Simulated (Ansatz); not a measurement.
The cell is the one relaxed in the Materials Project (mp-1066480), not relaxed further here; entries there can be hypothetical. The listed cell was then made from it by scaling, straining or moving an atom.

CdTe: DFT, PBE, all-electron PAW with datasets made for the crystal, scalar-relativistic (Ansatz 0.2.0). What sets it apart from a plain run of this crystal: zz strain of +1 %.

Command: `ansatz run input.yaml --threads 1 --pin off --max-ram 4096MiB --backend cpu --events-out ev --progress --plain --runs-dir out` The run took 18 s on 1 thread of Intel(R) Xeon(R) Platinum 8488C (Sapphire Rapids), with other jobs on the host, peak memory 0.83 GiB.

```yaml
crystal:
  lattice:
    - [3.065291, -3.094609, 0.0]
    - [3.065291, 3.094609, 0.0]
    - [0.0, 0.0, 6.15155852]
  atoms:
    - { symbol: Cd, position: [0.27703, 0.72297, 0.75] }
    - { symbol: Cd, position: [0.72297, 0.27703, 0.25] }
    - { symbol: Te, position: [0.766137, 0.233863, 0.75] }
    - { symbol: Te, position: [0.233863, 0.766137, 0.25] }
kpoints:
  mp_grid: { grid: [9, 9, 6] }
scf:
  occupations: { method: fermi_dirac, width: 0.05 }
hamiltonian:
  xc: pbe
  pseudopotentials: { kind: all_electron, datasets: crystal }
output:
  forces: true
  stress: true
  eigenvalues: true
  efg: { contact_densities: true }
```

Output (standing set-up lines are left out):

```
Crystal: 4 atoms, lattice volume = 116.706 Å³
iter 1 solved again at ethr=4.71e-3 eV; its pass at ethr=1.00e-1 eV (dr2=1.70e0 eV) is discarded
SCF iter   1: F=—  HF=-674241.298219 eV  |F-HF|=—  |Δ(HF+E_count)|=         —  Δρ=2.46e-2  dr2=1.68e0  ethr=4.71e-3  ⟨swp⟩=4.4  Hψ=11786  notcnv=0
preconditioner: auto → Resta (q_TF=auto, 2.243 Å⁻¹)  ε∞=6.0  [insulator: Δε(μ)=0.172 eV  Ē_g=9.231 eV  σ=0.050 eV  W_gap=0.55  n_scr=20 (ndim 8)  ℏωp=20.6 eV  f_vac=0.000  D(μ)=1.07/eV (n_scr^D=2)  ε∞_Penn≈6.0]
SCF iter   2: F=—  HF=-674240.835959 eV  |F-HF|=—  |Δ(HF+E_count)|=   4.62e-1  Δρ=1.23e-2  dr2=3.45e-1  ethr=4.66e-3  ⟨swp⟩=2.3  Hψ=4437  notcnv=0  defer=4
preconditioner: auto → Kerker (q_TF=auto, 2.243 Å⁻¹)  [metal: Δε(μ)=0.033 eV  Ē_g=9.471 eV  σ=0.050 eV  W_gap=0.16  n_scr=20 (ndim 8)  ℏωp=20.6 eV  f_vac=0.000  D(μ)=2.19/eV (n_scr^D=14)]
iter 3 solved again at ethr=6.38e-5 eV; its pass at ethr=9.59e-4 eV (dr2=2.30e-2 eV) is discarded
SCF iter   3: F=—  HF=-674240.745352 eV  |F-HF|=—  |Δ(HF+E_count)|=   9.06e-2  Δρ=3.98e-3  dr2=2.34e-2  ethr=6.38e-5  ⟨swp⟩=2.1  Hψ=10133  notcnv=0  defer=6
SCF iter   4: F=—  HF=-674240.742366 eV  |F-HF|=—  |Δ(HF+E_count)|=   2.99e-3  Δρ=2.14e-3  dr2=4.92e-3  ethr=6.38e-5  ⟨swp⟩=2.5  Hψ=4142  notcnv=0  defer=4
SCF iter   5: F=—  HF=-674240.743956 eV  |F-HF|=—  |Δ(HF+E_count)|=   1.59e-3  Δρ=4.42e-4  dr2=1.71e-4  ethr=1.37e-5  ⟨swp⟩=3.1  Hψ=5692  notcnv=0  defer=3
SCF iter   6: F=—  HF=-674240.743984 eV  |F-HF|=—  |Δ(HF+E_count)|=   2.74e-5  Δρ=1.94e-4  dr2=4.91e-5  ethr=4.75e-7  ⟨swp⟩=3.0  Hψ=5685  notcnv=0  defer=2
SCF iter   7: F=—  HF=-674240.743951 eV  |F-HF|=—  |Δ(HF+E_count)|=   3.26e-5  Δρ=5.19e-5  dr2=5.34e-6  ethr=1.36e-7  ⟨swp⟩=3.0  Hψ=5627  notcnv=0  defer=1
SCF iter   8: F=—  HF=-674240.743952 eV  |F-HF|=—  |Δ(HF+E_count)|=   1.35e-6  Δρ=2.01e-5  dr2=8.83e-7  ethr=1.48e-8  ⟨swp⟩=3.0  Hψ=4434  notcnv=0  defer=1
SCF iter   9: F=-674240.743953 eV  HF=-674240.743953 eV  |F-HF|=3.81e-8  |Δ(HF+E_count)|=   3.56e-7  Δρ=7.03e-6  dr2=6.16e-8  ethr=2.45e-9  ⟨swp⟩=3.0  Hψ=4861  notcnv=0  defer=1
SCF 1 converged in 9 iterations: F = -674240.743954 eV  dr2 = 6.16e-8
  Residual-converged pass: ⟨swp⟩=3.4  Hψ=5845  notcnv=0  max |occ|·‖R‖ = 6.6e-6 eV (tolerance 6.7e-6 eV)  dr2=5.73e-8  dr2_onsite=2.28e-8  max |Δocc| = 8.9e-10
  greatest PAW one-centre occupation: 0.965 electrons in one spin orbital (limit 2), on the Cd atom at site 0 (counted from 0), in its partial waves of l = 2
SCF converged after 9 iterations
Free energy (F): -674240.743954 eV
Harris-Foulkes:  -674240.743954 eV  (|F-HF|=3.81e-8)
Internal energy: -674240.727048 eV  (E = F + TS)
E sigma→0 (E₀):  -674240.735501 eV
Entropy (-TS):   -0.016906 eV (-4.226 meV/atom)
Past the cutoff: the bands carry plane waves up to 1.75 times it, of which those up to 1.5 times it add -0.000400 eV an atom, each by itself; the spheres take 0.000415 eV an atom off the energy for waves past 1.75 times it
By the cutoff:   a pressure is off by up to 0.007 GPa (1.2 times the spheres' own share and the shells' term, over an atom's volume, and 0.004 GPa: a bound that held against runs at twice the plane waves)
Past the cutoffs: a stress includes 0.0015 GPa for waves and charges beyond them, in addition to the slope of what the spheres take
In the spheres:  the bands' charges fall short by 1.9e-7 e at most (sound up to 1e-3), those of shells solved beside the bands by 3.6e-7 e (sound up to 5e-4)
Fermi energy:    11.220458 eV
--- Per-component energies (eV) ---
  The terms above E_closure are by the made datasets' own strengths, without shells solved beside the bands.
--- Forces (eV/Å), atoms counted from 1 ---
  atom   1  Cd     0.00000000     0.04610868     0.00000000
  atom   2  Cd     0.00000000    -0.04610868     0.00000000
  atom   3  Te     0.00000000     0.04451072     0.00000000
  atom   4  Te     0.00000000    -0.04451072     0.00000000
  max |Σ_I F_I| component: 6.94e-18 eV/Å
--- Stress (GPa, compression-positive) ---
       -0.629111       0.000000       0.000000
        0.000000      -0.717809       0.000000
        0.000000       0.000000      -0.755081
  P = ⅓ Tr σ = -0.7007 GPa (-7.007 kbar)
  It holds what live shells' own plane waves past their cutoff add
--- PAW observables at the nuclei: V_zz in 10²¹ V/m², potentials from the cell's mean, atoms counted from 1 ---
  atom   1  Cd V_zz =    -0.319421   η = 0.2698   by run symmetry: allowed
            electrostatic potential = -7706.490548 V   contact ρ = 1035897.751748 e/Å³
  atom   2  Cd V_zz =    -0.319421   η = 0.2698   by run symmetry: allowed
            electrostatic potential = -7706.490548 V   contact ρ = 1035897.751748 e/Å³
  atom   3  Te V_zz =    +1.483476   η = 0.9066   by run symmetry: allowed
            electrostatic potential = -8648.711158 V   contact ρ = 1468578.933442 e/Å³
  atom   4  Te V_zz =    +1.483476   η = 0.9066   by run symmetry: allowed
            electrostatic potential = -8648.711158 V   contact ρ = 1468578.933442 e/Å³
--- Band table (eV; the first three rows and the last of 100) ---
  k-point 0: bands = ["-0.1871", "0.5996", "2.9831", "2.9997", "3.0146", "3.0385", "3.0394", "3.0456", "3.0457", "3.1518", "3.1547", "3.7545", "7.3368", "9.2550", "9.2902", "10.0068", "10.7570", "10.8588", "10.8632", "11.4690", "15.5697"]
  k-point 1: bands = ["-0.1185", "0.5765", "2.9855", "2.9870", "3.0090", "3.0339", "3.0350", "3.0521", "3.0538", "3.1435", "3.1474", "3.5678", "7.5336", "9.3452", "9.3813", "9.9794", "10.3359", "10.6429", "10.7527", "12.5609", "15.6567"]
  k-point 2: bands = ["0.0657", "0.4844", "2.9605", "2.9933", "3.0132", "3.0216", "3.0284", "3.0700", "3.0715", "3.1221", "3.1260", "3.2284", "7.9460", "9.1030", "9.5976", "9.6417", "10.3432", "10.4015", "11.3675", "13.6358", "15.9198"]
  k-point 99: bands = ["0.7242", "0.7242", "2.9460", "2.9460", "3.0540", "3.0540", "3.0565", "3.0565", "3.1484", "3.1484", "3.5774", "3.5774", "7.5739", "7.5739", "8.2182", "8.2182", "8.7227", "8.7227", "13.4825", "13.4825", "15.8698"]
```
